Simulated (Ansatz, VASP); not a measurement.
## Ni: VASP beside Ansatz

```
CELL_PARAMETERS angstrom
0.00000 2.45346 2.45346
2.45346 0.00000 2.45346
2.45346 2.45346 0.00000
ATOMIC_POSITIONS crystal
Ni 0.12500 0.12500 0.12500
Ni 0.87500 0.87500 0.87500
```

The cell was built by a generator and needn't be a form met in nature.

Alike in both runs: task relaxation of cell and atoms; functional PBE; k mesh 11 × 11 × 11; occupations fermi-dirac, width 0.1 eV; no spin polarisation.

|  | VASP | Ansatz |
| --- | --- | --- |
| version | VASP 6.6.1 | Ansatz 0.2.0 |
| potentials or method | VASP PAW PBE potentials, release 64 (Ni) | plane waves (420 eV) with PAW, scalar-relativistic |
| plane-wave cutoff (eV) | 600 | 420 |
| valence electrons in the cell | 20 | 36 |

```tsv
	VASP	Ansatz	Ansatz less VASP
relaxed volume (Å³/atom)	16.55	16.55	+0.006
relaxed cell length with the largest relative difference (Å)	3.604	3.604	+0.0004
energy change over the relaxation (meV/atom)	-66	-68	-2.1
```

The two sets of potentials don't hold the same shells in valence.

Caveats: the run has no spin polarisation, though such a crystal can be magnetic. Spin polarisation is off, so any magnetic state and its effect on volume and gap are missing.
